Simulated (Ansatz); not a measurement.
**Formation energy of BaTe, relaxed from a wurtzite start to space group P6_3/mmc (read at 0.02 Å)**

Level of theory: DFT, PBE, scalar-relativistic, no spin polarisation; plane waves to 420 eV with PAW datasets (Ansatz 0.2.0), Γ-centred 8×8×4 mesh, 0.05 eV Gaussian smearing; PAW files: Ansatz's generated set soft_2.

This is a trial structure: the heavier alkaline earths' oxides and chalcogenides take the rock-salt structure.

It takes space group P6_3/mmc (No. 194, hexagonal). Conventional cell: a = 5.970 Å, b = 5.970 Å, c = 7.002 Å, α = 90.00°, β = 90.00°, γ = 120.00°. Ba (site symmetry -6m2) has 5 Te at 3.45 to 3.50 Å as nearest neighbours. Te (site symmetry -6m2) has 5 Ba at 3.45 to 3.50 Å as nearest neighbours. (Shells end 15 % past the nearest neighbour.)

The elements were computed in their standard states with the same datasets, cutoff and functional. Total energies depend on the potentials used, so only differences within one code and one set of settings carry meaning.

Energy of the relaxed cell (4 atoms, smearing extrapolated to zero): -25865.792 eV. Elements, in eV/atom: Ba -5949.540, Te -6979.958.

Q: What is the formation energy?

A: [-25865.792 − (2 × -5949.540 + 2 × -6979.958)] / 4 = -1.70 eV/atom, or -164 kJ per mole of atoms.

The value is for 0 K, without zero-point energy. A negative value shows stability against the elements alone, not against other compounds or structures.

Bader charges against formal ones: Ba +1.37 (+2), Te −1.37 (−2). The cations give up 69 % of the formal charge; Bader charges stay under formal ones because the anions' density reaches into the cations' basins.

Formal charges Ba²⁺, Te²⁻ balance and leave closed shells on every ion, so a band insulator is expected, and the gap is 1.96 eV.

Kohn–Sham gaps of semilocal functionals lie under measured ones, often by a third or more. Spin–orbit coupling, which matters for such heavy elements, is left out.
